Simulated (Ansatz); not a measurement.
# TaS2: the cost of one run

Method: DFT r²SCAN + rVV10, scalar-relativistic, plane waves, PAW, in Ansatz 0.2.0.

1 further run of the same task is left out (set aside as unsound or not needed). Runs told in other sessions of the task aren't counted.

## Step 1: The system as given

The structure is trigonal, space group P-3m1 (No. 164). The conventional cell has a = 3.337 Å, b = 3.337 Å, c = 5.906 Å, α = 90.00°, β = 90.00°, γ = 120.00°. Around Ta (site symmetry -3m) lie 6 S at 2.47 Å. Around S (site symmetry 3m) lie 3 Ta at 2.47 Å.

As a file:

```cif
data_structure
_symmetry_space_group_name_H-M 'P 1'
_symmetry_Int_Tables_number 1
_cell_length_a 3.3368
_cell_length_b 3.3368
_cell_length_c 5.9063
_cell_angle_alpha 90.000
_cell_angle_beta 90.000
_cell_angle_gamma 120.000
_cell_volume 56.95
loop_
_atom_site_label
_atom_site_type_symbol
_atom_site_fract_x
_atom_site_fract_y
_atom_site_fract_z
_atom_site_occupancy
Ta1 Ta 0.00000 0.00000 0.00000 1
S1 S 0.33333 0.66667 0.26179 1
S2 S 0.66667 0.33333 0.73821 1
```

An earlier run on this cell at PBE gave 2.71 GPa at 18.984 Å³/atom (8×8×4 mesh), metallic, no moment left.

## Step 2: At the given cell

The input, input.yaml:

```yaml
crystal:
  lattice:
    - [3.3368432777, 0.0, 0.0]
    - [-1.6684216388, 2.8897910469, 0.0]
    - [0.0, 0.0, 5.9063051333]
  atoms:
    - { symbol: Ta, position: [0.0, 0.0, 0.0], spin: 0.05 }
    - { symbol: S, position: [0.3333333333, 0.6666666667, 0.2617897483] }
    - { symbol: S, position: [0.6666666667, 0.3333333333, 0.7382102517] }
basis:
  ecutwfc: 500
  ecutrho_ratio: 4
kpoints:
  mp_grid: { grid: [8, 8, 4] }
hamiltonian:
  xc: r2scan
  dispersion: rvv10
scf:
  occupations: { method: gaussian, width: 0.05 }
output:
  forces: true
  stress: true
  eigenvalues: true
  populations: true
magnetization:
  spin_polarized: true
relax:
  f_tol: 0.02
  max_steps: 40
  cell: { stress_tol: 0.2, fix: [volume] }
checkpoint:
  read: start.run
  write: ck
  compress: false
  write_wavefunctions: false
  write_every: 100000
```

start.run holds the state of a PBE run on this cell.

Started as:

```console
$ ansatz run input.yaml --threads 4 --pin off --max-ram 8192MiB --backend cpu --events-out ev --progress --plain --runs-dir out
```

**Question.** How long does this run take on 4 threads of Arm Neoverse V2, shared host, and how much memory does it need?

About 20 s, with a peak of 0.55 GiB.
